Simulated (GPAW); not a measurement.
Set up this calculation in GPAW 26.7.0, as an ASE script.

```yaml
Task: band structure
Functional: PBEsol
Potentials_or_basis: PAW data sets generated in the run's folder for this functional
Cutoff: 600 eV
Basis: pw
k_mesh: 9 × 9 × 4
Occupations: fermi-dirac, width 0.05 eV
Spin: collinear spin, ferromagnetic start
Starting_moments: "[2.0, 2.0] μB"
Hubbard_terms: V d U = 4 eV
Maxiter: 150
Band_path: GMKGALHA,LM,KH
Band_points: 80
```

The system is V.

```
V
1.0
     2.60429    0.00000    0.00000
    -1.30215    2.25538    0.00000
     0.00000    0.00000    4.72334
V
2
Direct
  0.33333 0.66667 0.25000
  0.66667 0.33333 0.75000
```

This isn't the form of V at room conditions, which is bcc.

One way to write it, as run:

run.py

```python
from ase import Atoms
from ase.dft.bandgap import bandgap
from ase.io import write
from ase.units import GPa
from gpaw import GPAW, PW, setup_paths

setup_paths.insert(0, '.')

atoms = Atoms(['V', 'V'],
              cell=[[2.6042941027, 0.0, 0.0],
                    [-1.3021470513, 2.2553848518, 0.0],
                    [0.0, 0.0, 4.723336]],
              scaled_positions=[[0.3333333333, 0.6666666667, 0.25],
                                [0.6666666667, 0.3333333333, 0.75]],
              pbc=True)
atoms.set_initial_magnetic_moments([2.0, 2.0])

calc = GPAW(mode=PW(600),
            xc='PBEsol',
            kpts={'size': (9, 9, 4), 'gamma': True},
            occupations={'name': 'fermi-dirac', 'width': 0.05},
            setups={'V': ':d,4.0'},
            nbands=26,
            convergence={'density': 1e-05, 'energy': 1e-05},
            maxiter=150,
            txt='gpaw.txt')
atoms.calc = calc
energy = atoms.get_potential_energy()
forces = atoms.get_forces()
stress = atoms.get_stress()
calc.write('gs.gpw')
write('result.traj', atoms)
print(f'Energy: {energy:.6f} eV')
print('Forces (eV/A):')
print(forces.round(4))
print('Stress (GPa):', (stress / GPa).round(3))
print('Moments:', calc.get_magnetic_moments().round(3))
print('Fermi level:', round(calc.get_fermi_level(), 4), 'eV')
print(f'Gap: {bandgap(calc)[0]:.4f} eV, direct: {bandgap(calc, direct=True)[0]:.4f} eV')

path = atoms.cell.bandpath('GMKGALHA,LM,KH', npoints=80, eps=1e-4)
bs_calc = calc.fixed_density(kpts=path, symmetry='off', nbands=37,
                             convergence={'bands': 'CBM+6.0', 'eigenstates': 1e-6}, txt='bands.txt')
bs = bs_calc.band_structure()
bs.write('bs.json')
print(f'Gap on the path: {bandgap(bs_calc)[0]:.4f} eV')
```

Potentials or basis: PAW data sets generated in the run's folder for this functional, pw.

The run is started by

```sh
$ gpaw-setup -f PBEsol V
$ OMP_NUM_THREADS=1 python run.py
```

Results of the run:

- Pressure: 12.7 GPa
- Band gap along the path: none (metal or under the smearing width)
- Net moment: 2.31 μB per cell
- Site moments: V +1.03 μB

Caveat: the U is typed as a test and isn't derived for this compound.

Run time: 2.5 min on 1 thread of Arm Neoverse V1, on a shared host, peak memory 0.29 GiB.
